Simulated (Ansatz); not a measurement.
Method: DFT PBE, scalar-relativistic, plane waves, PAW in Ansatz 0.2.0. All cells share a 420 eV cutoff and Γ-centred k meshes spaced at most about 0.3 Å⁻¹ (about 0.25 or finer for metals, 2π included). No spin polarisation.

These are static total energies at zero pressure.

Two relaxed structures of Mg2H3:

1.

```yaml
crystal:
  lattice:
    - [1.59478, 0.92075, 6.85376]
    - [-1.59478, 0.92075, 6.85376]
    - [0.00000, -1.84150, 6.85376]
  atoms:
    - { symbol: Mg, position: [0.39754, 0.39754, 0.39754] }
    - { symbol: Mg, position: [0.60246, 0.60246, 0.60246] }
    - { symbol: H, position: [0.00000, 0.00000, 0.00000] }
    - { symbol: H, position: [0.23263, 0.23263, 0.23263] }
    - { symbol: H, position: [0.76737, 0.76737, 0.76737] }
```

2.

```yaml
crystal:
  lattice:
    - [3.29334, 0.00000, 0.00000]
    - [-1.64667, 2.85212, 0.00000]
    - [0.00000, 0.00000, 5.36045]
  atoms:
    - { symbol: Mg, position: [0.33333, 0.66667, 0.24796] }
    - { symbol: Mg, position: [0.66667, 0.33333, 0.75204] }
    - { symbol: H, position: [0.00000, 0.00000, 0.00000] }
    - { symbol: H, position: [0.33333, 0.66667, 0.64816] }
    - { symbol: H, position: [0.66667, 0.33333, 0.35184] }
```

Question: Which is lower in energy, and by how much?

Answer: Cell 2 is lower, by 69 meV/atom. Cell 1 has the tetradymite type, space group R-3m (No. 166), 12.1 Å³/atom and no gap on its mesh; cell 2 has the La2O3 (A sesquioxide) type, space group P-3m1 (No. 164), 10.1 Å³/atom and no gap. Counting H atoms around Mg (those within 1.25 times the shortest such distance or 1.15 times the sum of covalent radii; a plus sign parts nearer from farther groups), cell 1 has Mg 3+3 and cell 2 has Mg 7. Both come from invented guesses.

No dispersion correction is applied, so the spacing and binding between layers, chains or molecules are poorly described (R-3m), and this can change margins and order among such cells. With hydrogen, zero-point motion can shift such differences by 10 meV/atom or more. Cells relaxed within their symmetry can be saddle points.
